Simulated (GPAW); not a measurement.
# Sn (Fd-3m) in GPAW: further runs

Aim: see how the results for Sn move with the level of theory and the settings. Levels: PBEsol+D3(BJ), r2SCAN. Tasks: phonons.

All numbers are computed with GPAW 26.7.0; they aren't measurements. Logs are shortened: lines on timing, memory, paths and dates and some standing lists are left out, and cuts for length are marked. The log counts tension as positive stress, the text compression.

## (1) Starting point

Symmetry: Fd-3m, No. 227, cubic system. The conventional cell has a = 6.467 Å, b = 6.467 Å, c = 6.467 Å, α = 90.00°, β = 90.00°, γ = 90.00°. Sn (site symmetry -43m) has 4 Sn at 2.80 Å as nearest neighbours.

This isn't the form of Sn at room conditions, which is tetragonal (white tin).

## (2) Phonons, PBEsol+D3(BJ)

File run.py:

```python
import json
import numpy as np
import spglib
from ase import Atoms
from ase.calculators.mixing import SumCalculator
from ase.constraints import FixSymmetry
from ase.io import read, write
from ase.optimize import BFGS
from dftd3.ase import DFTD3
from phonopy import Phonopy
from phonopy.structure.atoms import PhonopyAtoms
from gpaw import GPAW, PW, setup_paths

setup_paths.insert(0, '.')

atoms = read('Sn.cif')
cell, positions, numbers = spglib.find_primitive(
    (atoms.cell[:], atoms.get_scaled_positions(), atoms.numbers), symprec=1e-4)
atoms = Atoms(numbers, cell=cell, scaled_positions=positions, pbc=True)

calc = GPAW(mode=PW(510),
            xc='PBEsol',
            kpts={'size': (7, 7, 7), 'gamma': True},
            occupations={'name': 'fermi-dirac', 'width': 0.05},
            nbands=24,
            convergence={'density': 1e-06, 'eigenstates': 1e-09},
            maxiter=150,
            txt='gpaw.txt')
atoms.calc = SumCalculator([calc, DFTD3(method='pbesol', damping='d3bj')])
atoms.set_constraint(FixSymmetry(atoms))
BFGS(atoms, trajectory='relax.traj', logfile='-').run(fmax=0.005, steps=40)
atoms.set_constraint()
energy = atoms.get_potential_energy()
forces = atoms.get_forces()
stress = atoms.get_stress()
calc.write('gs.gpw')
write('result.traj', atoms)
print('Cell:', atoms.cell.cellpar().round(4))
print(atoms.get_scaled_positions().round(5))

def force_constants(scale):
    unit = PhonopyAtoms(symbols=atoms.get_chemical_symbols(), cell=atoms.cell[:] * scale**(1 / 3),
                        scaled_positions=atoms.get_scaled_positions())
    ph = Phonopy(unit, supercell_matrix=np.diag([1, 1, 1]), primitive_matrix=np.eye(3), symprec=1e-4)
    ph.generate_displacements(distance=0.01)
    forces = []
    for i, sc in enumerate(ph.supercells_with_displacements):
        a = Atoms(sc.symbols, cell=sc.cell, scaled_positions=sc.scaled_positions, pbc=True)
        c = GPAW(mode=PW(510),
                 xc='PBEsol',
                 kpts={'size': (7, 7, 7), 'gamma': True},
                 occupations={'name': 'fermi-dirac', 'width': 0.05},
                 nbands=24,
                 convergence={'density': 1e-06, 'eigenstates': 1e-09},
                 maxiter=150,
                 txt=f'disp-{scale:.3f}-{i:02d}.txt')
        a.calc = SumCalculator([c, DFTD3(method='pbesol', damping='d3bj')])
        f = a.get_forces()
        forces.append(f - f.mean(axis=0))
        print(f'displacement {i}: drift', f.mean(axis=0).round(5), flush=True)
    ph.forces = forces
    ph.produce_force_constants()
    ph.symmetrize_force_constants()
    return ph

qpoints = [[0.0, 0.0, 0.0]]
results = {}
for scale in [1.0]:
    ph = force_constants(scale)
    ph.run_qpoints(qpoints)
    nu = ph.qpoints.frequencies * 33.35641  # THz to cm^-1
    results[f'{scale:.3f}'] = nu.tolist()
    for qp, f in zip(qpoints, nu):
        print(scale, np.round(qp, 4), f.round(2))
json.dump(results, open('phonons.json', 'w'))
```

File Sn.cif:

```cif
data_Sn
_cell_length_a 6.46668560
_cell_length_b 6.46668560
_cell_length_c 6.46668560
_cell_angle_alpha 90.00000000
_cell_angle_beta 90.00000000
_cell_angle_gamma 90.00000000
_space_group_name_H-M_alt 'Fd-3m'
_space_group_name_Hall 'F 4d 2 3 -1d'
_space_group_IT_number 227
loop_
_space_group_symop_operation_xyz
'x,y,z'
'-y+1/4,x+1/4,z+1/4'
'-x,-y+1/2,z+1/2'
'y+3/4,-x+1/4,z+3/4'
'x,-y,-z'
'-y+1/4,-x+3/4,-z+3/4'
'-x,y+1/2,-z+1/2'
'y+3/4,x+3/4,-z+1/4'
'z,x,y'
'z+1/4,-y+1/4,x+1/4'
'z+1/2,-x,-y+1/2'
'z+3/4,y+3/4,-x+1/4'
'-z,x,-y'
'-z+3/4,-y+1/4,-x+3/4'
'-z+1/2,-x,y+1/2'
'-z+1/4,y+3/4,x+3/4'
'y,z,x'
'x+1/4,z+1/4,-y+1/4'
'-y+1/2,z+1/2,-x'
'-x+1/4,z+3/4,y+3/4'
'-y,-z,x'
'-x+3/4,-z+3/4,-y+1/4'
'y+1/2,-z+1/2,-x'
'x+3/4,-z+1/4,y+3/4'
'-x+1/4,-y+1/4,-z+1/4'
'y,-x,-z'
'x+1/4,y+3/4,-z+3/4'
'-y+1/2,x,-z+1/2'
'-x+1/4,y+1/4,z+1/4'
'y,x+1/2,z+1/2'
'x+1/4,-y+3/4,z+3/4'
'-y+1/2,-x+1/2,z'
'-z+1/4,-x+1/4,-y+1/4'
'-z,y,-x'
'-z+3/4,x+1/4,y+3/4'
'-z+1/2,-y+1/2,x'
'z+1/4,-x+1/4,y+1/4'
'z+1/2,y,x+1/2'
'z+3/4,x+1/4,-y+3/4'
'z,-y+1/2,-x+1/2'
'-y+1/4,-z+1/4,-x+1/4'
[... 89 lines left out ...]
'-z+1/4,x+1/4,y+1/4'
'-z,-y+1/2,x+1/2'
'z+3/4,-x+1/4,y+3/4'
'z,y,x'
'z+1/4,x+1/4,-y+1/4'
'z+1/2,-y+1/2,-x'
'-y+3/4,-z+1/4,-x+3/4'
'-x+1/2,-z,y+1/2'
'y+1/4,-z+3/4,x+3/4'
'x+1/2,-z+1/2,-y'
'y+3/4,z+1/4,-x+3/4'
'x,z+1/2,y+1/2'
'-y+1/4,z+3/4,x+3/4'
'-x,z,-y'
'x+1/2,y+1/2,z'
'-y+3/4,x+3/4,z+1/4'
'-x+1/2,-y,z+1/2'
'y+1/4,-x+3/4,z+3/4'
'x+1/2,-y+1/2,-z'
'-y+3/4,-x+1/4,-z+3/4'
'-x+1/2,y,-z+1/2'
'y+1/4,x+1/4,-z+1/4'
'z+1/2,x+1/2,y'
'z+3/4,-y+3/4,x+1/4'
'z,-x+1/2,-y+1/2'
'z+1/4,y+1/4,-x+1/4'
'-z+1/2,x+1/2,-y'
'-z+1/4,-y+3/4,-x+3/4'
'-z,-x+1/2,y+1/2'
'-z+3/4,y+1/4,x+3/4'
'y+1/2,z+1/2,x'
'x+3/4,z+3/4,-y+1/4'
'-y,z,-x'
'-x+3/4,z+1/4,y+3/4'
'-y+1/2,-z+1/2,x'
'-x+1/4,-z+1/4,-y+1/4'
'y,-z,-x'
'x+1/4,-z+3/4,y+3/4'
'-x+3/4,-y+3/4,-z+1/4'
'y+1/2,-x+1/2,-z'
'x+3/4,y+1/4,-z+3/4'
'-y,x+1/2,-z+1/2'
'-x+3/4,y+3/4,z+1/4'
'y+1/2,x,z+1/2'
'x+3/4,-y+1/4,z+3/4'
'-y,-x,z'
'-z+3/4,-x+3/4,-y+1/4'
'-z+1/2,y+1/2,-x'
'-z+1/4,x+3/4,y+3/4'
'-z,-y,x'
'z+3/4,-x+3/4,y+1/4'
'z,y+1/2,x+1/2'
'z+1/4,x+3/4,-y+3/4'
'z+1/2,-y,-x+1/2'
'-y+3/4,-z+3/4,-x+1/4'
'-x+1/2,-z+1/2,y'
'y+1/4,-z+1/4,x+1/4'
'x+1/2,-z,-y+1/2'
'y+3/4,z+3/4,-x+1/4'
'x,z,y'
'-y+1/4,z+1/4,x+1/4'
'-x,z+1/2,-y+1/2'
loop_
_atom_site_label
_atom_site_type_symbol
_atom_site_symmetry_multiplicity
_atom_site_Wyckoff_symbol
_atom_site_fract_x
_atom_site_fract_y
_atom_site_fract_z
_atom_site_occupancy
Sn1 Sn 8 a 0.2500000000 0.2500000000 0.2500000000 1
```

Potentials or basis: PAW data sets generated in the run's folder for this functional, pw.

Run with:

```console
gpaw-setup -f PBEsol Sn
OMP_NUM_THREADS=1 python run.py
```

gpaw.txt:

```text
__  _  _
 | _ |_)|_||  |
 |__||  | ||/\| - 26.7.0

Input parameters:
  mode=PW(ecut=510.0),
  convergence={'density': 1e-06, 'eigenstates': 1e-09},
  kpts=MonkhorstPack(size=(7, 7, 7), gamma=True),
  maxiter=150,
  nbands=24,
  occupations=Occupations(name='fermi-dirac', width=0.05),
  xc=XC(name='PBEsol')

Diagonalizing LCAO Hamiltonian
Converting LCAO to pw mode

            Sn

       Sn

Atoms  # Å, Bohr magnetons
|   | symbol |        x |        y |        z |    initial magnetic moments |
|---|--------|----------|----------|----------|-----------------------------|
| 0 |     Sn | 1.616671 | 1.616671 | 1.616671 | ( 0.0000,  0.0000,  0.0000) |
| 1 |     Sn | 0.000000 | 0.000000 | 0.000000 | ( 0.0000,  0.0000,  0.0000) |

Unit cell  # Å
| periodic |        x |        y |        z |  lengths |    angles |
|----------|----------|----------|----------|----------|-----------|
|      yes | 0.000000 | 3.233343 | 3.233343 | 4.572637 | 60.000000 |
|      yes | 3.233343 | 0.000000 | 3.233343 | 4.572637 | 60.000000 |
|      yes | 3.233343 | 3.233343 | 0.000000 | 4.572637 | 60.000000 |

Number of symmetries: 24
Symmetry operations  # r_c * U_cc + t_c -> r_c
|    | kind |            matrix            |
|----|------|------------------------------|
|  0 |  E   |  1, 0, 0,  0, 1, 0,  0, 0, 1 |
|  1 |  σ   |  1, 0, 0,  0, 0, 1,  0, 1, 0 |
|  2 |  σ   |  1, 0,-1,  0, 1,-1,  0, 0,-1 |
|  3 |  C3  |  1, 0,-1,  0, 0,-1,  0, 1,-1 |
|  4 |  C3  |  1,-1, 0,  0,-1, 1,  0,-1, 0 |
|  5 |  σ   |  1,-1, 0,  0,-1, 0,  0,-1, 1 |
|  6 |  σ   |  0, 1, 0,  1, 0, 0,  0, 0, 1 |
|  7 |  C3  |  0, 1, 0,  0, 0, 1,  1, 0, 0 |
|  8 |  C2  |  0, 1,-1,  1, 0,-1,  0, 0,-1 |
|  9 |  S4  |  0, 1,-1,  0, 0,-1,  1, 0,-1 |
| 10 |  C3  |  0, 0, 1,  1, 0, 0,  0, 1, 0 |
| 11 |  σ   |  0, 0, 1,  0, 1, 0,  1, 0, 0 |
| 12 |  S4  |  0, 0,-1,  1, 0,-1,  0, 1,-1 |
| 13 |  C3  |  0, 0,-1,  0, 1,-1,  1, 0,-1 |
| 14 |  S4  |  0,-1, 1,  1,-1, 0,  0,-1, 0 |
| 15 |  C2  |  0,-1, 1,  0,-1, 0,  1,-1, 0 |
| 16 |  C3  |  0,-1, 0,  1,-1, 0,  0,-1, 1 |
| 17 |  S4  |  0,-1, 0,  0,-1, 1,  1,-1, 0 |
| 18 |  S4  | -1, 1, 0, -1, 0, 1, -1, 0, 0 |
| 19 |  C3  | -1, 1, 0, -1, 0, 0, -1, 0, 1 |
| 20 |  C3  | -1, 0, 1, -1, 1, 0, -1, 0, 0 |
| 21 |  S4  | -1, 0, 1, -1, 0, 0, -1, 1, 0 |
| 22 |  σ   | -1, 0, 0, -1, 1, 0, -1, 0, 1 |
| 23 |  C2  | -1, 0, 0, -1, 0, 1, -1, 1, 0 |

BZ-sampling:
  Number of BZ points: 343
  Number of IBZ points: 20

  Monkhorst-Pack size: [7, 7, 7]
  Monkhorst-Pack shift: [0, 0, 0]

K-points  # in reciprocal-cell coordinates
|     |                                coordinates |     weight |
|-----|--------------------------------------------|------------|
|   0 | (  0.00000000,   0.00000000,   0.00000000) | 0.00291545 |
|   1 | (  0.14285714,   0.14285714,   0.00000000) | 0.01749271 |
|   2 | (  0.14285714,   0.14285714,   0.14285714) | 0.02332362 |
|   3 | (  0.28571429,   0.14285714,   0.14285714) | 0.03498542 |
|   4 | (  0.28571429,   0.28571429,   0.00000000) | 0.01749271 |
|   5 | (  0.28571429,   0.28571429,   0.14285714) | 0.06997085 |
|   6 | (  0.28571429,   0.28571429,   0.28571429) | 0.02332362 |
|   7 | (  0.42857143,  -0.28571429,  -0.28571429) | 0.03498542 |
|   8 | (  0.42857143,   0.28571429,  -0.42857143) | 0.13994169 |
|   9 | (  0.42857143,   0.28571429,  -0.28571429) | 0.06997085 |
| ... |                                            |            |
|  19 | (  0.42857143,   0.42857143,   0.42857143) | 0.02332362 |

Plane wave coefficients: 1807
Cutoff: 510.0 eV

Spin-components: 1 (collinear spins)
Bands:           24
Projectors:      12
Spin-degeneracy: 2
Datatype:        complex128

Parallelization:
  kpt:    1
  domain: 1
  band:   1

Density:
  Valence electrons: 28.0
  Components: 1
  Grid points: [24 24 24]
  Charge: 0.0  # |e|

Potential:
  Grid points: [24 24 24]

species:
  Sn:
    name:    Tin
    Z:       50.0
    valence: 14
    core:    36
    charge:  0.0  # [|e|]
    compensation charges:
      type: gauss
      rc: 0.38  # [Å]
      lmax: 2
    cutoffs:
      filter: 2.23  # [Å]
      core: 2.35  # [Å]
    projectors
    | kind |    occ | energy [eV] | rcut [Å] |
    |------|--------|-------------|----------|
    |   5s |  2.000 |     -10.584 |    1.201 |
    |   5p |  2.000 |      -3.711 |    1.270 |
    |   4d | 10.000 |     -25.798 |    1.185 |
    |    s |        |      16.628 |    1.201 |
    |    p |        |      23.501 |    1.270 |
    |    d |        |       1.413 |    1.185 |

    Using partial waves for Sn as LCAO basis

Reference energy: -335871.806691  # eV

eigensolver:
  PPCG
  Converge bands: occupied
  niter=2

density mixing:
  MSR1-Mixer
  Pratt-step length: 0.05
  Maximum mixing coefficient: 0.75
  Old densities: 10
  SVD Regularization: 0.005
  Good broyden scale: 1.0
  Trust region scale: 1.0
  Backstep threshold: 4.0
  History deletion threshold: 6.0
  Fourier metric: weight=20.0, sigma=0.015

occupation numbers:
  Fermi-Dirac:
    width: 0.0500  # eV

poisson solver:
  ecut: 4080.0  # eV

xc functional:
  name: PBEsol with 2 nearest neighbor stencil

convergence criteria:
- Maximum integral of absolute [dens]ity change: 1e-06 electrons / valence electron
- Maximum integral of absolute [eigenst]ate change: 1e-09 eV^2 / valence electron
- Maximum [total energy] change in last 3 cyles: 0.0005 eV / valence electron
maximum number of iterations: 150

SCF iterations
|iter     | |      energy | eigst |  dens |
|---------|-|-------------|-------|-------|
|iter:   1| |   -8.908951 | -0.04 |       |
|iter:   2| |   -8.907829 | -2.33 | -1.45 |
|iter:   3| |   -8.853243 | -2.60 | -1.48 |
|iter:   4| |   -8.854153 | -3.23 | -2.01 |
|iter:   5| |   -8.854867c| -4.25 | -2.68 |
|iter:   6| |   -8.854897c| -5.54 | -3.55 |
|iter:   7| |   -8.854898c| -6.73 | -4.33 |
|iter:   8| |   -8.854898c| -8.17 | -4.88 |
|iter:   9| |   -8.854898c| -8.92 | -5.44 |
|iter:  10| |   -8.854898c| -9.45c| -6.06c|

Converged in 10 steps
Energy contributions relative to reference atoms: (reference = -335871.806691)

Energy contributions:
  Kinetic:           9.044723
  Coulomb:          -8.368600
  Zero:              0.024053
  External:          0.000000
  Xc:               -9.554130
  Entropy:          -0.001885
  Spinorbit:         0.000000
  ----------------------------
  Free energy:      -8.855840
  Extrapolated:     -8.854898

dipole moment: (-25.918366, -25.918366, -25.918366)  # |e|*Ang

Fermi level: 4.855
Eigenvalues  # (at kpt = [0.000, 0.000, 0.000])
| band index |      eig [eV] | occ [0-2] |
|------------|---------------|-----------|
|          0 |       -16.721 |     2.000 |
|        ... |               |           |
|          4 |       -16.661 |     2.000 |
|          5 |       -16.340 |     2.000 |
|          6 |       -16.340 |     2.000 |
|          7 |       -16.340 |     2.000 |
|          8 |       -16.331 |     2.000 |
|          9 |       -16.331 |     2.000 |
[... 8 lines left out ...]
|         18 |         9.792 |     0.000 |
|         19 |        12.893 |     0.000 |
|        ... |               |           |
|         23 |        13.182 |     0.000 |

No gap
No difference between direct/indirect transitions

Forces  # eV/Ang
|        x |       y |        z |
|----------|---------|----------|
| -0.00000 | 0.00000 | -0.00000 |  # Sn   0
|  0.00000 | 0.00000 |  0.00000 |  # Sn   1

Stress tensor  # eV/Ang^3
|         x |         y |         z |
|-----------|-----------|-----------|
| -0.005657 | -0.000000 | -0.000000 |
| -0.000000 | -0.005657 |  0.000000 |
| -0.000000 |  0.000000 | -0.005657 |

# Writing to gs.gpw (mode='')
```

Wall time 65 s (1 thread of Intel Xeon Platinum 8375C at 2.90GHz (Ice Lake), shared host); peak memory 0.3 GiB.

Results:

```
Free energy                   : -9.4888 eV
Pressure after relaxing       : -0.5 GPa
Band gap on the k mesh        : none (metal or under the smearing width)
Highest phonon frequency at Γ : 191 cm⁻¹
Dispersion energy per atom    : -0.316 eV
```

Final structure:
```
Sn
1.0
     0.00000    3.23334    3.23334
     3.23334    0.00000    3.23334
     3.23334    3.23334    0.00000
Sn
2
Direct
  0.25000 0.25000 0.25000
  0.00000 0.00000 0.00000
```

Phonon frequencies in cm⁻¹ (negative: imaginary):
```
              q point        frequencies
(0.000, 0.000, 0.000)  0 0 0 191 191 191
```

Caveat: the cutoff is short for stress and forces, so pressures can be off by a GPa or more; pairwise dispersion overbinds metals, which lowers pressure and volume.

(Part 1 of 2 ends here.)
